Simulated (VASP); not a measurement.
# AlCo, relaxation of the cell: which settings are enough?

AlCo, Pm-3m (no. 221), 2 atoms in the cell. PBEsol; PAW potentials Co, Al (PBE set). VASP 6.6.1. The cell is changed on purpose: volume scaled by 1.03.

Wanted: cell volume within 0.2 %; lattice lengths within 0.1 %; shortest distances from each atom, periodic images included within 0.005 Å.

What the run is for: cell; Accuracy asked: standard.

The series start from Plane-wave cutoff (eV): 400; Smearing width (eV): 0.1; k-point mesh: 11 × 11 × 11; Relaxation passes: 2; Ionic threshold (EDIFFG): -0.005; Electronic threshold (eV): 1e-6; Precision mode (PREC): Accurate; Relaxation algorithm: IBRION=2 POTIM=0.5. Each series keeps the choices made before it, and each single choice may use up half of a tolerance. Times cover all steps of a run.

## Plane-wave cutoff (eV)

| Plane-wave cutoff (eV) | Cell volume (Å³) | Lattice lengths, largest deviation against the largest value | Shortest distances from each atom, periodic images included, largest deviation (Å) | Time (s) |
|---|---|---|---|---|
| 270 | 22.34 | 0.23 % | 0.0056 | 16 |
| 310 | 22.49 | 0.005 % | 0.0001 | 19 |
| 350 | 22.46 | 0.055 % | 0.0013 | 17 |
| 400 | 22.47 | 0.044 % | 0.0011 | 21 |
| 470 | 22.5 | 0.0025 % | 0.0001 | 17 |
| 570 | 22.49 | 0.0071 % | 0.0002 | 22 |
| 710 (reference) | 22.5 | 0 % | 0.0000 | 32 |

Chosen: 470, the loosest value from which every tighter one stays within half of the tolerance.

## Smearing width (eV)

| Smearing width (eV) | Cell volume (Å³) | Lattice lengths, largest deviation against the largest value | Shortest distances from each atom, periodic images included, largest deviation (Å) | Time (s) |
|---|---|---|---|---|
| 0.4 | 22.5 | 0.0046 % | 0.0001 | 23 |
| 0.3 | 22.49 | 0.0025 % | 0.0001 | 22 |
| 0.2 | 22.49 | 0.006 % | 0.0001 | 23 |
| 0.15 | 22.49 | 0.00071 % | 0.0000 | 32 |
| 0.1 | 22.5 | 0.00071 % | 0.0000 | 17 |
| 0.05 (reference) | 22.5 | 0 % | 0.0000 | 18 |

Chosen: 0.4.

## k-point mesh

| k-point mesh | Cell volume (Å³) | Lattice lengths, largest deviation against the largest value | Shortest distances from each atom, periodic images included, largest deviation (Å) | Time (s) |
|---|---|---|---|---|
| 4 × 4 × 4 | 22.84 | 0.5 % | 0.0123 | 14 |
| 5 × 5 × 5 | 22.45 | 0.063 % | 0.0015 | 21 |
| 7 × 7 × 7 | 22.47 | 0.034 % | 0.0008 | 23 |
| 8 × 8 × 8 | 22.51 | 0.029 % | 0.0007 | 26 |
| 11 × 11 × 11 | 22.5 | 0.005 % | 0.0001 | 23 |
| 13 × 13 × 13 (reference) | 22.49 | 0 % | 0.0000 | 23 |

Chosen: 8 × 8 × 8.

## Relaxation passes

| Relaxation passes | Cell volume (Å³) | Lattice lengths, largest deviation against the largest value | Shortest distances from each atom, periodic images included, largest deviation (Å) | Time (s) |
|---|---|---|---|---|
| 1 | 22.51 | 0 % | 0.0000 | 19 |
| 2 | 22.51 | 0 % | 0.0000 | 26 |
| 3 (reference) | 22.51 | 0 % | 0.0000 | 28 |

Chosen: 1.

## Ionic threshold (EDIFFG)

| Ionic threshold (EDIFFG) | Cell volume (Å³) | Lattice lengths, largest deviation against the largest value | Shortest distances from each atom, periodic images included, largest deviation (Å) | Time (s) |
|---|---|---|---|---|
| -0.05 | 22.52 | 0.0085 % | 0.0002 | 14 |
| -0.02 | 22.52 | 0.0085 % | 0.0002 | 14 |
| -0.01 | 22.52 | 0.0085 % | 0.0002 | 15 |
| -0.005 | 22.51 | 0.0057 % | 0.0001 | 19 |
| -0.002 (reference) | 22.51 | 0 % | 0.0000 | 24 |

Chosen: -0.05.

## Electronic threshold (eV)

| Electronic threshold (eV) | Cell volume (Å³) | Lattice lengths, largest deviation against the largest value | Shortest distances from each atom, periodic images included, largest deviation (Å) | Time (s) |
|---|---|---|---|---|
| 0.0001 | 22.48 | 0.058 % | 0.0014 | 10 |
| 1e-5 | 22.5 | 0.023 % | 0.0006 | 14 |
| 1e-6 | 22.52 | 0.00035 % | 0.0000 | 14 |
| 1e-7 (reference) | 22.52 | 0 % | 0.0000 | 16 |

Chosen: 1e-5.

## Precision mode (PREC)

| Precision mode (PREC) | Cell volume (Å³) | Lattice lengths, largest deviation against the largest value | Shortest distances from each atom, periodic images included, largest deviation (Å) | Time (s) |
|---|---|---|---|---|
| Normal | 22.5 | 0.00035 % | 0.0000 | 8.8 |
| Accurate (reference) | 22.5 | 0 % | 0.0000 | 14 |

Chosen: Normal.

## Relaxation algorithm

| Relaxation algorithm | Cell volume (Å³) | Lattice lengths, largest deviation against the largest value | Shortest distances from each atom, periodic images included, largest deviation (Å) | Time (s) |
|---|---|---|---|---|
| IBRION=2 POTIM=0.5 | 22.5 | 0 % | 0.0000 | 8.8 |
| IBRION=2 POTIM=0.2 | 22.5 | 0.0028 % | 0.0001 | 10 |
| IBRION=1 POTIM=0.5 | 22.56 | 0.087 % | 0.0021 | 9.1 |
| IBRION=1 POTIM=0.2 | 22.48 | 0.036 % | 0.0009 | 8.8 |

Chosen: IBRION=2 POTIM=0.5; no other choice that stays within half of the tolerance saves 30 % of the time.

## All choices together

| Input | Cell volume (Å³) | Lattice lengths, largest deviation against the largest value | Shortest distances from each atom, periodic images included, largest deviation (Å) | Time (s) |
|---|---|---|---|---|
| the program's defaults (naive) | 22.27 | 0.33 % | 0.0081 | 3.7 |
| chosen settings | 22.5 | 0.012 % | 0.0003 | 8.8 |
| reference settings throughout | 22.49 | 0 % | 0.0000 | 66 |

The tolerance is met.

Values of the reference run: Lattice lengths: 2.823, 2.823, 2.823 Å; Shortest distances from each atom, periodic images included: 2.445, 2.445, 2.445, 2.445, 2.445, 2.445, 2.445, 2.445 Å.

## The input

INCAR.step1:
```
GGA = PS
ISPIN = 2
MAGMOM = 2 0
LORBIT = 11
ISMEAR = 2
SIGMA = 0.4
LWAVE = F
LCHARG = F
NSW = 80
PREC = Normal
LASPH = T
LREAL = F
ALGO = Normal
EDIFF = 1E-5
NELM = 200
GGA_COMPAT = F
IBRION = 2
ISIF = 3
EDIFFG = -0.05
NELMIN = 4
ENCUT = 470
LMAXMIX = 4
KPAR = 8
POTIM = 0.5
```

INCAR.step2, as INCAR.step1 but for:
```
- NSW = 80
- IBRION = 2
- ISIF = 3
- EDIFFG = -0.05
- NELMIN = 4
- POTIM = 0.5
+ ISIF = 2
```

KPOINTS:
```
Automatic mesh
0
Gamma
  8 8 8
  0 0 0
```

POSCAR.step1:
```
AlCo
1.0
    2.8473199088      0.0000000000      0.0000000000
    0.0000000000      2.8473199088      0.0000000000
    0.0000000000      0.0000000000      2.8473199088
Co Al
1 1
Direct
    0.5000000000      0.5000000000      0.5000000000
    0.0000000000      0.0000000000      0.0000000000
```

Commands (each step's output is kept before the next begins):
```
cat potpaw_PBE.64/Co/POTCAR potpaw_PBE.64/Al/POTCAR > POTCAR
cp INCAR.step1 INCAR
cp POSCAR.step1 POSCAR
mpirun -np 8 vasp_std > vasp.out
cp CONTCAR POSCAR
cp INCAR.step2 INCAR
mpirun -np 8 vasp_std > vasp.out
```

The chosen input took VASP 6.6.1 8.8 s on 8 cores (Intel Xeon Platinum 8488C (Sapphire Rapids)), a shared host.
